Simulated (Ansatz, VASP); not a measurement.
# Se: spin-orbit coupling in 2 programs

The cell as given:

The structure is cubic, space group Pm-3m (No. 221). Conventional cell: a = 2.811 Å, b = 2.811 Å, c = 2.811 Å, α = 90.00°, β = 90.00°, γ = 90.00°. Se (site symmetry m-3m) has 6 Se at 2.81 Å as nearest neighbours.

This isn't the form of Se at room conditions, which is trigonal, of chains.

Kept alike: task relaxation of cell and atoms; functional LDA; k mesh 7 × 7 × 7; occupations fermi-dirac, width 0.05 eV. The mesh is that of the run's cell of 1 atom.

- A: Ansatz, Ansatz PAW, made for PBE, cutoff 420 eV
- B: VASP, LDA PAW files Se, 600 eV

| spin-orbit coupling | A: volume (Å³/atom) | B: volume (Å³/atom) |
| --- | --- | --- |
| off | 21.130 | 21.171 |
| on | 21.203 | 21.245 |

Values on potentials made for another functional: all of A. Values hold for each row's relaxed cell, which stops near the pressure aimed at (zero). Ansatz's stress holds its Pulay term.

How large is the effect of spin-orbit coupling, and do the programs agree on it?

From off to on the volume moves by +0.073 in A, +0.074 in B (Å³/atom). Row by row the programs differ by 0.041 to 0.042, and over this span the shifts, as printed, agree within about 1 %.
